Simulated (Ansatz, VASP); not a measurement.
# SiHg2: VASP beside Ansatz

Aim: how closely do two programs agree when they are given the same cell, functional and k mesh? The cell is generated by rule, not measured, and may not be a known phase. The cell is taken from a series of VASP runs on this material, whose earlier steps may have relaxed, scaled or displaced it; both programs get it as it stands.

Program: Ansatz 0.2.0. Level of theory: plane waves, with VASP 6.6.1 beside it; band structure at HSE06. Results are calculated unless marked as measured.

The structure was built from a prototype and need not be the compound's stable phase.

### Step 1. The structure

Symmetry: Fm-3m, No. 225, cubic system. The conventional cell has a = 5.852 Å, b = 5.852 Å, c = 5.852 Å, α = 90.00°, β = 90.00°, γ = 90.00°. Nearest to Si lie 8 Hg at 2.53 Å. Hg has 4 Si at 2.53 Å nearest. Farther neighbours are not listed.

As a file:

```cif
data_structure
_symmetry_space_group_name_H-M 'Fm-3m'
_symmetry_Int_Tables_number 225
_cell_length_a 5.8516
_cell_length_b 5.8516
_cell_length_c 5.8516
_cell_angle_alpha 90.000
_cell_angle_beta 90.000
_cell_angle_gamma 90.000
_cell_volume 200.36
loop_
_atom_site_label
_atom_site_type_symbol
_atom_site_symmetry_multiplicity
_atom_site_Wyckoff_symbol
_atom_site_fract_x
_atom_site_fract_y
_atom_site_fract_z
_atom_site_occupancy
Si1 Si 4 a 0.00000 0.00000 0.00000 1
Hg1 Hg 8 c 0.25000 0.75000 0.75000 1
```

### Step 2. VASP: band structure, HSE06

A single point gives forces, pressure and levels at one fixed geometry, so differences don't come from the geometry; what else differs is listed under the comparison.

Lines of VASP's logs that name or quote its potential files are left out, and so is its time.

The run reads the wave functions of an earlier VASP run, which isn't shown here.

File INCAR:

```
SYSTEM = SiHg2
PREC = Accurate
ENCUT = 400
EDIFF = 1E-06
NELM = 100
ISMEAR = 0
SIGMA = 0.02
LREAL = .FALSE.
ALGO = Normal
LHFCALC = .TRUE.
AEXX = 0.25
GGA = PE
HFSCREEN = 0.2
LASPH = .TRUE.
NBANDS = 20
PRECFOCK = Fast
LORBIT = 11
LWAVE = .FALSE.
LCHARG = .FALSE.
KPAR = 4
ISIF = 2
```

File POSCAR:

```
SiHg2
1.0
    0.0000000000      2.9257800000      2.9257800000
    2.9257800000      0.0000000000      2.9257800000
    2.9257800000      2.9257800000      0.0000000000
Si Hg
1 2
Direct
    0.0000000000      0.0000000000      0.0000000000
    0.2500000000      0.2500000000      0.2500000000
    0.7500000000      0.7500000000      0.7500000000
```

File KPOINTS:

```
Automatic mesh
0
Gamma
4 4 4
0 0 0
```

File KPOINTS_OPT:

```
Line mode
8
Line-mode
Reciprocal
  0.00000000   0.00000000   0.00000000 GAMMA
  0.50000000   0.00000000   0.50000000 X

  0.50000000   0.00000000   0.50000000 X
  0.50000000   0.25000000   0.75000000 W

  0.50000000   0.25000000   0.75000000 W
  0.37500000   0.37500000   0.75000000 K

  0.37500000   0.37500000   0.75000000 K
  0.00000000   0.00000000   0.00000000 GAMMA

  0.00000000   0.00000000   0.00000000 GAMMA
  0.50000000   0.50000000   0.50000000 L

  0.50000000   0.50000000   0.50000000 L
  0.62500000   0.25000000   0.62500000 U

  0.62500000   0.25000000   0.62500000 U
  0.50000000   0.25000000   0.75000000 W

  0.50000000   0.25000000   0.75000000 W
  0.50000000   0.50000000   0.50000000 L

  0.50000000   0.50000000   0.50000000 L
  0.37500000   0.37500000   0.75000000 K

  0.62500000   0.25000000   0.62500000 U
  0.50000000   0.00000000   0.50000000 X
```

The projector-augmented-wave data sets are Si and Hg (PBE family, release 64).

On the command line:

```console
mpirun -np 4 vasp_std
```

Numbers of over 12 decimals in the logs are rounded to 6 here.

What it wrote:

```text
[banner, memory and clock lines left out]
running    4 mpi-ranks, on    1 nodes
 distrk:  each k-point on    1 cores,    4 groups
 distr:  one band on    1 cores,    1 groups

 POSCAR found type information on POSCAR SiHg
 POSCAR found :  2 types and       3 ions
 LDA part: xc-table for (Slater+PW92), standard interpolation
 found WAVECAR, reading the header
 POSCAR, INCAR and KPOINTS ok, starting setup
 FFT: planning ... GRIDC
 FFT: planning ... GRID_SOFT
 FFT: planning ... GRID
 reading WAVECAR
 the WAVECAR file was read successfully
 initial charge from wavefunction
 entering main loop
       N       E                     dE             d eps       ncg     rms          rms(c)
DAV:   1    -0.340520363969E+01   -0.34052E+01   -0.62494E-01   324   0.835E+00    0.325E+00
DAV:   2    -0.340767510649E+01   -0.24715E-02   -0.11480E-01   336   0.337E+00    0.211E+00
DAV:   3    -0.340907444788E+01   -0.13993E-02   -0.13894E-02   352   0.120E+00    0.132E+00
DAV:   4    -0.340927357731E+01   -0.19913E-03   -0.12283E-03   328   0.252E-01    0.792E-01
DAV:   5    -0.340921378401E+01    0.59793E-04   -0.39610E-05   344   0.607E-02    0.465E-01
DAV:   6    -0.340919711772E+01    0.16666E-04   -0.14949E-05   352   0.321E-02    0.274E-01
DAV:   7    -0.340920136897E+01   -0.42513E-05   -0.38042E-06   336   0.136E-02    0.163E-01
DAV:   8    -0.340923662768E+01   -0.35259E-04   -0.21803E-06   248   0.824E-03    0.969E-02
DAV:   9    -0.340939055004E+01   -0.15392E-03   -0.98251E-06   256   0.120E-02    0.668E-02
DAV:  10    -0.341018026195E+01   -0.78971E-03   -0.67836E-05   364   0.336E-02    0.106E-01
DAV:  11    -0.341278707477E+01   -0.26068E-02   -0.38975E-04   356   0.919E-02    0.120E-01
DAV:  12    -0.341336950069E+01   -0.58243E-03   -0.36784E-04   332   0.889E-02    0.762E-02
DAV:  13    -0.341287255684E+01    0.49694E-03   -0.14606E-04   348   0.614E-02    0.460E-02
DAV:  14    -0.341254703742E+01    0.32552E-03   -0.65876E-05   388   0.376E-02    0.278E-02
DAV:  15    -0.341235207525E+01    0.19496E-03   -0.27207E-05   360   0.210E-02    0.170E-02
DAV:  16    -0.341223702118E+01    0.11505E-03   -0.14224E-05   360   0.129E-02    0.104E-02
DAV:  17    -0.341217005722E+01    0.66964E-04   -0.77917E-06   248   0.768E-03    0.653E-03
DAV:  18    -0.341213121944E+01    0.38838E-04   -0.50448E-06   204   0.537E-03    0.413E-03
DAV:  19    -0.341210943998E+01    0.21779E-04   -0.32963E-06   196   0.350E-03    0.265E-03
DAV:  20    -0.341209760330E+01    0.11837E-04   -0.22865E-06   184   0.241E-03    0.174E-03
DAV:  21    -0.341209143453E+01    0.61688E-05   -0.16411E-06   184   0.180E-03    0.116E-03
DAV:  22    -0.341208841629E+01    0.30182E-05   -0.12051E-06   188   0.140E-03    0.782E-04
DAV:  23    -0.341208711091E+01    0.13054E-05   -0.89970E-07   184   0.113E-03    0.532E-04
DAV:  24    -0.341208668588E+01    0.42503E-06   -0.68017E-07   184   0.935E-04
   1 F= -.34120867E+01 E0= -.34115249E+01  d E =-.112352E-02
 Start KPOINTS_OPT (optional k-point list driver)
k-point batch [1-8\80]
       N       E                     dE             ncg
DAV:   1     0.137768173796E+04   -0.19274E+04      320
DAV:   2    -0.267848788572E+03   -0.16455E+04      320
DAV:   3    -0.337276603826E+03   -0.69428E+02      364
DAV:   4    -0.338679928297E+03   -0.14033E+01      356
DAV:   5    -0.338689128497E+03   -0.92002E-02      352
DAV:   6    -0.338689247737E+03   -0.11924E-03      352
DAV:   7    -0.338689249352E+03   -0.16152E-05      252
DAV:   8    -0.338689249380E+03   -0.27966E-07      220
[...]
k-point batch [73-80\80]
       N       E                     dE             ncg
DAV:   1     0.132509763161E+04   -0.55981E+04      320
DAV:   2    -0.389906267728E+03   -0.17150E+04      340
DAV:   3    -0.452452308898E+03   -0.62546E+02      360
DAV:   4    -0.453117325766E+03   -0.66502E+00      360
DAV:   5    -0.453120509476E+03   -0.31837E-02      356
DAV:   6    -0.453120529421E+03   -0.19945E-04      352
DAV:   7    -0.453120529562E+03   -0.14087E-06      264
```

OUTCAR, selected parts (step 2):

```text
ion  position               nearest neighbor table
   1  0.000  0.000  0.000-   2 2.53   3 2.53   3 2.53   3 2.53   3 2.53   2 2.53   2 2.53   2 2.53

  LATTYP: Found a face centered cubic cell.
 ALAT       =     5.8515600000

 Subroutine GETGRP returns: Found 48 space group operations
 (whereof 48 operations were pure point group operations)

The static configuration has the point symmetry O_h .

 Found      8 irreducible k-points:

   k-points           NKPTS =      8   k-points in BZ     NKDIM =     64   number of bands    NBANDS=     20

   dimension x,y,z NGX =    28 NGY =   28 NGZ =   28
   dimension x,y,z NGXF=    56 NGYF=   56 NGZF=   56

   ENCUT  =  400.0 eV  29.40 Ry    5.42 a.u.   6.75  6.75  6.75*2*pi/ulx,y,z

   NELECT =      28.0000    total number of electrons

 k-points in reciprocal lattice and weights: Automatic mesh
   0.00000000  0.00000000  0.00000000       0.016
   0.25000000  0.00000000  0.00000000       0.125
   0.50000000  0.00000000  0.00000000       0.062
   0.25000000  0.25000000  0.00000000       0.094
   0.50000000  0.25000000  0.00000000       0.375
  -0.25000000  0.25000000  0.00000000       0.188
   0.50000000  0.50000000  0.00000000       0.047
  -0.25000000  0.50000000  0.25000000       0.094

  exchange ACFDT corr.  =         0.00000000  see jH, gK, PRB 81, 115126

 average (electrostatic) potential at core
       1 -79.3690       2 -32.4365       3 -32.4365

 E-fermi :   7.6446

 k-point     1 :       0.0000    0.0000    0.0000
  band No.  band energies     occupation
    ...
      7      -1.8599      2.00000
      8      -1.8589      2.00000
      9      -1.8505      2.00000
     10      -0.8956      2.00000
     11      -0.8945      2.00000
     12       8.5463      0.00000
     13       8.6904      0.00000
     14       8.7194      0.00000
     15       8.7407      0.00000
     16       9.2874      0.00000
    ...

 k-point     2 :       0.2500    0.0000    0.0000
  band No.  band energies     occupation
    ...
      9      -2.1657      2.00000
     10      -1.6220      2.00000
     11      -1.6218      2.00000
     12       2.7748      2.00000
     13       7.6351      1.50000
     14       7.7128      0.00000
     15       7.8301      0.00000
     16      10.6810      0.00000
     17      10.7031      0.00000
     18      12.2441      0.00000
    ...

 k-point     3 :       0.5000    0.0000    0.0000
  band No.  band energies     occupation
    ...
     11      -2.0970      2.00000
     12      -1.6354      2.00000
     13       7.2360      2.00000
     14       7.2936      2.00000
     15       7.4366      2.00000
     16      10.7996      0.00000
     17      10.8117      0.00000
     18      12.9684      0.00000
     19      16.1167      0.00000
     20      18.0332      0.00000

  Total       13.4250760     13.4250760     13.4250760     -0.0000000      0.0000000      0.0000000
  in kB      429.4101832    429.4101832    429.4101832     -0.0000000      0.0000000      0.0000000
  external PRESSURE =     429.4101832 kB  Pullay stress =       0.0000000 kB

  energy-cutoff  :      400.00
  volume of cell :       50.09
      direct lattice vectors                 reciprocal lattice vectors
     0.000000000  2.925780000  2.925780000    -0.170894599  0.170894599  0.170894599
     2.925780000  0.000000000  2.925780000     0.170894599 -0.170894599  0.170894599
     2.925780000  2.925780000  0.000000000     0.170894599  0.170894599 -0.170894599

 POSITION                                       TOTAL-FORCE (eV/Angst)
 -----------------------------------------------------------------------------------
      0.00000      0.00000      0.00000        -0.000000      0.000000     -0.000000
      1.46289      1.46289      1.46289        -0.000000     -0.000000     -0.000000
      4.38867      4.38867      4.38867         0.000000      0.000000      0.000000
 -----------------------------------------------------------------------------------
    total drift:                                0.000002      0.000004      0.000004

  FREE ENERGIE OF THE ION-ELECTRON SYSTEM (eV)
  ---------------------------------------------------
  free  energy   TOTEN  =        -3.4120866859 eV

  energy  without entropy=       -3.4109631620  energy(sigma->0) =       -3.41152492

 total charge
# of ion       s       p       d       tot
------------------------------------------
    1        0.758   0.987   0.000   1.745
    2        0.837   0.674   9.366  10.877
    3        0.837   0.674   9.366  10.877
--------------------------------------------------
tot          2.431   2.335  18.732  23.498

[... 3 further parts left out ...]
```

The run ends at a pressure of 42.94 GPa.

(Part 1 of 2 ends here.)

[Lines on the potential files, build, host, timing and source positions are cut from VASP's logs without a mark.]

[Logs are printed without paths, hosts, clocks, repeated set-up lines and the standing remarks that a program may print on its own settings, such as how far it seeks lower states.]

[Hosts, paths, dates, database ids (printed as entryN), source tags and the programs' standing remarks are cut or masked in the printed files.]
